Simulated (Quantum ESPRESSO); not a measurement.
# Optical response of MgTe, part 2 of 3

Aim: the dielectric function of MgTe, and the optical constants that follow from it.

Quantum ESPRESSO 7.5; DFT, PBE, plane waves with norm-conserving potentials (PseudoDojo), scalar-relativistic, independent-particle optical response without local fields and without the non-local commutator.

So far. Step 2 (Ground state): There is a gap, 2.55 eV on this mesh (points off the mesh can give less), so no carriers' term is needed.

## Step 3: Ground state with the final occupations

Level of this step: DFT, PBE, plane waves with norm-conserving potentials (PseudoDojo), scalar-relativistic, ground state (Quantum ESPRESSO).

The ground state once more, with the occupations that the first run showed to fit.

scf.in reads:

```
&control
  calculation = 'scf'
  prefix = 'x'
  outdir = './tmp'
  pseudo_dir = './'
  verbosity = 'high'
/
&system
  ibrav = 0
  nat = 4
  ntyp = 2
  ecutwfc = 90
  occupations = 'fixed'
/
&electrons
  conv_thr = 1e-09
  electron_maxstep = 100
/
ATOMIC_SPECIES
  Te 1.0 Te.upf
  Mg 1.0 Mg.upf
CELL_PARAMETERS angstrom
  4.519999999997 0.000000000000 0.000000000000
  -2.259999999998 3.914434825103 0.000000000000
  0.000000000000 0.000000000000 7.330000000000
ATOMIC_POSITIONS crystal
  Te 0.666666666667 0.333333333333 0.885000000000
  Te 0.333333333333 0.666666666667 0.385000000000
  Mg 0.666666666667 0.333333333333 0.500000000000
  Mg 0.333333333333 0.666666666667 0.000000000000
K_POINTS automatic
  6 6 3 0 0 0
```

On the command line:

```
mpirun -n 4 pw.x -nk 4 -in scf.in
```

The log of the run:

```text
[banner, memory and clock lines left out]

     using ibrav=0 with symmetry is DISCOURAGED, use correct ibrav instead

     G-vector sticks info

     bravais-lattice index     =            0
     lattice parameter (alat)  =       8.5416  a.u.
     unit-cell volume          =     875.2015 (a.u.)^3
     number of atoms/cell      =            4
     number of atomic types    =            2
     number of electrons       =        52.00
     number of Kohn-Sham states=           26
     kinetic-energy cutoff     =      90.0000  Ry
     charge density cutoff     =     360.0000  Ry
     scf convergence threshold =      1.0E-09
     mixing beta               =       0.7000
     number of iterations used =            8  plain     mixing
     Exchange-correlation= PBE
                           (   1   4   3   4   0   0   0)

     celldm(1)=   8.541562  celldm(2)=   0.000000  celldm(3)=   0.000000
     celldm(4)=   0.000000  celldm(5)=   0.000000  celldm(6)=   0.000000

     crystal axes: (cart. coord. in units of alat)
               a(1) = (   1.000000   0.000000   0.000000 )
               a(2) = (  -0.500000   0.866025   0.000000 )
               a(3) = (   0.000000   0.000000   1.621681 )

     reciprocal axes: (cart. coord. in units 2 pi/alat)
               b(1) = (  1.000000  0.577350 -0.000000 )
               b(2) = (  0.000000  1.154701  0.000000 )
               b(3) = (  0.000000 -0.000000  0.616644 )

     ./Te.upf
     Pseudo is Norm-conserving + core correction, Zval = 16.0
     Generated using ONCVPSP code by D. R. Hamann
     Using radial grid of 1294 points,  6 beta functions with:
                l(1) =   0
                l(2) =   0
                l(3) =   1
                l(4) =   1
                l(5) =   2
                l(6) =   2

     ./Mg.upf
     Pseudo is Norm-conserving, Zval = 10.0
     Generated using ONCVPSP code by D. R. Hamann
     Using radial grid of 1510 points,  4 beta functions with:
                l(1) =   0
                l(2) =   0
                l(3) =   1
                l(4) =   1

     atomic species   valence    mass     pseudopotential
     Te               16.00     1.00000     Te( 1.00)
     Mg               10.00     1.00000     Mg( 1.00)

     12 Sym. Ops. (no inversion) found ( 6 have fractional translation)

                                    s                        frac. trans.

     [... symmetry matrices left out ...]
   Cartesian axes

     site n.     atom                  positions (alat units)
         1        Te     tau(   1) = (   0.5000000   0.2886751   1.4351881  )
         2        Te     tau(   2) = (  -0.0000000   0.5773503   0.6243473  )
         3        Mg     tau(   3) = (   0.5000000   0.2886751   0.8108407  )
         4        Mg     tau(   4) = (  -0.0000000   0.5773503   0.0000000  )

   Crystallographic axes

     site n.     atom                  positions (cryst. coord.)
         1        Te     tau(   1) = (  0.6666667  0.3333333  0.8850000  )
         2        Te     tau(   2) = (  0.3333333  0.6666667  0.3850000  )
         3        Mg     tau(   3) = (  0.6666667  0.3333333  0.5000000  )
         4        Mg     tau(   4) = (  0.3333333  0.6666667  0.0000000  )

     number of k points=    14
                       cart. coord. in units 2pi/alat
        k(    1) = (   0.0000000   0.0000000   0.0000000), wk =   0.0185185
        k(    2) = (   0.0000000   0.0000000   0.2055480), wk =   0.0370370
        k(    3) = (   0.0000000   0.1924501   0.0000000), wk =   0.1111111
        k(    4) = (   0.0000000   0.1924501   0.2055480), wk =   0.2222222
        k(    5) = (   0.0000000   0.3849002   0.0000000), wk =   0.1111111
        k(    6) = (   0.0000000   0.3849002   0.2055480), wk =   0.2222222
        k(    7) = (   0.0000000  -0.5773503   0.0000000), wk =   0.0555556
        k(    8) = (   0.0000000  -0.5773503   0.2055480), wk =   0.1111111
        k(    9) = (   0.1666667   0.2886751   0.0000000), wk =   0.1111111
        k(   10) = (   0.1666667   0.2886751   0.2055480), wk =   0.2222222
        k(   11) = (   0.1666667   0.4811252   0.0000000), wk =   0.2222222
        k(   12) = (   0.1666667   0.4811252   0.2055480), wk =   0.4444444
        k(   13) = (   0.3333333   0.5773503   0.0000000), wk =   0.0370370
        k(   14) = (   0.3333333   0.5773503   0.2055480), wk =   0.0740741

                       cryst. coord.
        k(    1) = (   0.0000000   0.0000000   0.0000000), wk =   0.0185185
        k(    2) = (   0.0000000   0.0000000   0.3333333), wk =   0.0370370
[...]
k(    7) = (   0.0000000  -0.5000000   0.0000000), wk =   0.0555556
        k(    8) = (   0.0000000  -0.5000000   0.3333333), wk =   0.1111111
        k(    9) = (   0.1666667   0.1666667   0.0000000), wk =   0.1111111
        k(   10) = (   0.1666667   0.1666667   0.3333333), wk =   0.2222222
        k(   11) = (   0.1666667   0.3333333   0.0000000), wk =   0.2222222
        k(   12) = (   0.1666667   0.3333333   0.3333333), wk =   0.4444444
        k(   13) = (   0.3333333   0.3333333   0.0000000), wk =   0.0370370
        k(   14) = (   0.3333333   0.3333333   0.3333333), wk =   0.0740741

     Dense  grid:   100835 G-vectors     FFT dimensions: (  54,  54,  90)

     Initial potential from superposition of free atoms

     starting charge      51.9980, renormalised to      52.0000
     Starting wfcs are   28 randomized atomic wfcs

     Self-consistent Calculation

     iteration #  1     ecut=    90.00 Ry     beta= 0.70
     Davidson diagonalization with overlap

           110 MiB given to the printing process from OS
            84 MiB allocation reported by mallinfo(arena+hblkhd)
------------------
     ethr =  1.00E-02,  avg # of iterations =  2.0

     Threshold (ethr) on eigenvalues was too large:
     Diagonalizing with lowered threshold

     Davidson diagonalization with overlap

           129 MiB given to the printing process from OS
            95 MiB allocation reported by mallinfo(arena+hblkhd)
------------------
     ethr =  2.36E-04,  avg # of iterations =  2.6

     total energy              =    -657.24699626 Ry
     estimated scf accuracy    <       0.10860912 Ry

     iteration #  2     ecut=    90.00 Ry     beta= 0.70
     Davidson diagonalization with overlap

           147 MiB given to the printing process from OS
           125 MiB allocation reported by mallinfo(arena+hblkhd)
------------------
     ethr =  2.09E-04,  avg # of iterations =  2.9

     total energy              =    -657.27137614 Ry
     estimated scf accuracy    <       0.01158297 Ry

     iteration #  3     ecut=    90.00 Ry     beta= 0.70
     Davidson diagonalization with overlap

           150 MiB given to the printing process from OS
           128 MiB allocation reported by mallinfo(arena+hblkhd)
------------------
     ethr =  2.23E-05,  avg # of iterations =  2.0

     total energy              =    -657.27332904 Ry
     estimated scf accuracy    <       0.00047767 Ry

     iteration #  4     ecut=    90.00 Ry     beta= 0.70
     Davidson diagonalization with overlap

           153 MiB given to the printing process from OS
           131 MiB allocation reported by mallinfo(arena+hblkhd)
------------------
     ethr =  9.19E-07,  avg # of iterations =  3.6

     total energy              =    -657.27340688 Ry
     estimated scf accuracy    <       0.00008286 Ry

     iteration #  5     ecut=    90.00 Ry     beta= 0.70
     Davidson diagonalization with overlap

           156 MiB given to the printing process from OS
           134 MiB allocation reported by mallinfo(arena+hblkhd)
------------------
     ethr =  1.59E-07,  avg # of iterations =  2.1

     total energy              =    -657.27342396 Ry
     estimated scf accuracy    <       0.00000045 Ry

     iteration #  6     ecut=    90.00 Ry     beta= 0.70
     Davidson diagonalization with overlap

           159 MiB given to the printing process from OS
           138 MiB allocation reported by mallinfo(arena+hblkhd)
------------------
     ethr =  8.59E-10,  avg # of iterations =  5.1

     total energy              =    -657.27342418 Ry
     estimated scf accuracy    <       0.00000046 Ry

     iteration #  7     ecut=    90.00 Ry     beta= 0.70
     Davidson diagonalization with overlap

           162 MiB given to the printing process from OS
           141 MiB allocation reported by mallinfo(arena+hblkhd)
------------------
     ethr =  8.59E-10,  avg # of iterations =  2.6

     total energy              =    -657.27342432 Ry
     estimated scf accuracy    <       0.00000001 Ry

     iteration #  8     ecut=    90.00 Ry     beta= 0.70
     Davidson diagonalization with overlap

           165 MiB given to the printing process from OS
           144 MiB allocation reported by mallinfo(arena+hblkhd)
------------------
     ethr =  2.61E-11,  avg # of iterations =  3.4

     total energy              =    -657.27342431 Ry
     estimated scf accuracy    <       0.00000001 Ry

     iteration #  9     ecut=    90.00 Ry     beta= 0.70
     Davidson diagonalization with overlap

           168 MiB given to the printing process from OS
           147 MiB allocation reported by mallinfo(arena+hblkhd)
------------------
     ethr =  2.57E-11,  avg # of iterations =  2.3

     End of self-consistent calculation

          k = 0.0000 0.0000 0.0000 ( 12551 PWs)   bands (ev):

   -70.2396 -70.2395 -37.0151 -37.0149 -37.0078 -37.0078 -37.0078 -37.0078
   -30.3451 -30.3451 -30.3451 -30.3451 -30.3361 -30.3359 -30.3314 -30.3314
   -30.3308 -30.3308  -5.5158  -4.8611   1.5407   4.2947   4.2947   4.7972
     4.7972   4.9492

     occupation numbers
     1.0000   1.0000   1.0000   1.0000   1.0000   1.0000   1.0000   1.0000
     1.0000   1.0000   1.0000   1.0000   1.0000   1.0000   1.0000   1.0000
     1.0000   1.0000   1.0000   1.0000   1.0000   1.0000   1.0000   1.0000
     1.0000   1.0000

          k = 0.0000 0.0000 0.2055 ( 12594 PWs)   bands (ev):

   -70.2396 -70.2396 -37.0150 -37.0149 -37.0078 -37.0078 -37.0078 -37.0078
   -30.3451 -30.3451 -30.3451 -30.3451 -30.3361 -30.3359 -30.3313 -30.3313
   -30.3310 -30.3310  -5.3730  -5.0490   2.1624   3.6884   4.4104   4.4104
     4.6609   4.6609

     occupation numbers
     1.0000   1.0000   1.0000   1.0000   1.0000   1.0000   1.0000   1.0000
     1.0000   1.0000   1.0000   1.0000   1.0000   1.0000   1.0000   1.0000
     1.0000   1.0000   1.0000   1.0000   1.0000   1.0000   1.0000   1.0000
     1.0000   1.0000

     [... further k points left out ...]

     highest occupied level (ev):     4.9492

!    total energy              =    -657.27342432 Ry
     estimated scf accuracy    <          5.9E-11 Ry

     The total energy is the sum of the following terms:
     one-electron contribution =    -433.05717619 Ry
     hartree contribution      =     219.09262437 Ry
     xc contribution           =    -130.35854892 Ry
     ewald contribution        =    -312.95032358 Ry

     convergence has been achieved in   9 iterations

     XML data file, charge density, pseudopotentials, collected wavefunctions

                                        0.00s GPU  (     164 calls)
```

Elapsed: 23 s, on 4 MPI ranks of Arm Neoverse V2, shared host; peak memory 0.17 GiB.

## Step 4: Bands on the whole mesh, 8×8×5

The response needs many more empty bands than the density does.

This step: DFT, PBE, plane waves with norm-conserving potentials (PseudoDojo), scalar-relativistic, bands at fixed density (Quantum ESPRESSO 7.5).

nscf.in, as its differences from scf.in of step 3:

```diff
@@ -1,3 +1,3 @@
 &control
-  calculation = 'scf'
+  calculation = 'nscf'
   prefix = 'x'
@@ -5,3 +5,2 @@
   pseudo_dir = './'
-  verbosity = 'high'
 /
@@ -13,2 +12,5 @@
   occupations = 'fixed'
+  nbnd = 73
+  nosym = .true.
+  noinv = .true.
 /
@@ -17,2 +19,3 @@
   electron_maxstep = 100
+  diago_full_acc = .true.
 /
@@ -31,2 +34,2 @@
 K_POINTS automatic
-  6 6 3 0 0 0
+  8 8 5 0 0 0
```

On the command line:

```
mpirun -n 4 pw.x -nk 4 -in nscf.in
```

The log of the run:

```text
[banner, memory and clock lines left out]

     Atomic positions and unit cell read from directory:

     G-vector sticks info

     bravais-lattice index     =            0
     lattice parameter (alat)  =       8.5416  a.u.
     unit-cell volume          =     875.2015 (a.u.)^3
     number of atoms/cell      =            4
     number of atomic types    =            2
     number of electrons       =        52.00
     number of Kohn-Sham states=           73
     kinetic-energy cutoff     =      90.0000  Ry
     charge density cutoff     =     360.0000  Ry
     Exchange-correlation= PBE
                           (   1   4   3   4   0   0   0)

     celldm(1)=   8.541562  celldm(2)=   0.000000  celldm(3)=   0.000000
     celldm(4)=   0.000000  celldm(5)=   0.000000  celldm(6)=   0.000000

     crystal axes: (cart. coord. in units of alat)
               a(1) = (   1.000000   0.000000   0.000000 )
               a(2) = (  -0.500000   0.866025   0.000000 )
               a(3) = (   0.000000   0.000000   1.621681 )

     reciprocal axes: (cart. coord. in units 2 pi/alat)
               b(1) = (  1.000000  0.577350 -0.000000 )
               b(2) = (  0.000000  1.154701  0.000000 )
               b(3) = (  0.000000 -0.000000  0.616644 )

     ./Te.upf
     Pseudo is Norm-conserving + core correction, Zval = 16.0
     Generated using ONCVPSP code by D. R. Hamann
     Using radial grid of 1294 points,  6 beta functions with:
                l(1) =   0
                l(2) =   0
                l(3) =   1
                l(4) =   1
                l(5) =   2
                l(6) =   2

     ./Mg.upf
     Pseudo is Norm-conserving, Zval = 10.0
     Generated using ONCVPSP code by D. R. Hamann
     Using radial grid of 1510 points,  4 beta functions with:
                l(1) =   0
                l(2) =   0
                l(3) =   1
                l(4) =   1

     atomic species   valence    mass     pseudopotential
     Te               16.00     1.00000     Te( 1.00)
     Mg               10.00     1.00000     Mg( 1.00)

     No symmetry found

   Cartesian axes

     site n.     atom                  positions (alat units)
         1        Te     tau(   1) = (   0.5000000   0.2886751   1.4351881  )
         2        Te     tau(   2) = (  -0.0000000   0.5773503   0.6243473  )
         3        Mg     tau(   3) = (   0.5000000   0.2886751   0.8108407  )
         4        Mg     tau(   4) = (  -0.0000000   0.5773503   0.0000000  )

     number of k points=   320

     Number of k-points >= 100: set verbosity='high' to print them.

     Dense  grid:   100835 G-vectors     FFT dimensions: (  54,  54,  90)

     The potential is recalculated from file :

     Starting wfcs are   28 randomized atomic wfcs +   45 random wfcs

     Band Structure Calculation
     Davidson diagonalization with overlap
     c_bands:  1 eigenvalues not converged

     ethr =  1.92E-12,  avg # of iterations = 52.1

     End of band structure calculation

     Number of k-points >= 100: set verbosity='high' to print the bands.

     highest occupied, lowest unoccupied level (ev):     4.9492    7.4957

     XML data file, pseudopotentials, collected wavefunctions

                                        0.00s GPU  (    4411 calls)

[... left out ...]
overlap
     c_bands:  1 eigenvalues not converged

     ethr =  1.92E-12,  avg # of iterations = 52.1

     End of band structure calculation

     Number of k-points >= 100: set verbosity='high' to print the bands.

     highest occupied, lowest unoccupied level (ev):     4.9492    7.4957

     XML data file, pseudopotentials, collected wavefunctions

                                        0.00s GPU  (    4411 calls)
```

The job ended after 20 min (4 MPI ranks; peak memory 0.15 GiB).

[end of part 2 of 3]

[Machine, clock, banner and «Message from routine» lines are left out of the logs.]

[Logs are printed without paths, hosts, clocks, repeated set-up lines and the standing remarks that a program may print on its own settings, such as how far it seeks lower states.]

[Hosts, paths, dates, database ids (printed as entryN), source tags and the programs' standing remarks are cut or masked in the printed files.]
